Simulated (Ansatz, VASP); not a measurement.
## One calculation of BeTe, two programs

```
CELL_PARAMETERS angstrom
0.00000 2.71558 2.71558
2.71558 0.00000 2.71558
2.71558 2.71558 0.00000
ATOMIC_POSITIONS crystal
Be 0.50000 0.50000 0.50000
Te 0.00000 0.00000 0.00000
```

Change from the starting cell: volume scaled by 1.04.

Alike in both runs: task single point; functional PBE; k mesh 9 × 9 × 9; occupations fermi-dirac, width 0.05 eV; no spin polarisation.

```csv
,VASP,Ansatz
version,VASP 6.6.1,Ansatz 0.2.0
potentials or method,"VASP PAW PBE potentials, release 64 (Be, Te)",Ansatz PAW
plane-wave cutoff (eV),520,420
valence electrons in the cell,8,18
```

Ansatz gave:

| Item | Value |
| --- | --- |
| gap on the k mesh at the Fermi level (eV) | none |
| pressure (GPa) | -2.5 |

Q: Which values does VASP return?

A: gap on the k mesh at the Fermi level (eV): none; pressure (GPa): -2.4.

A gap of «none» marks a metal or a gap that the smearing closes. The two sets of potentials don't hold the same shells in valence.

The runs have no spin-orbit coupling, so splittings on Te are missing.
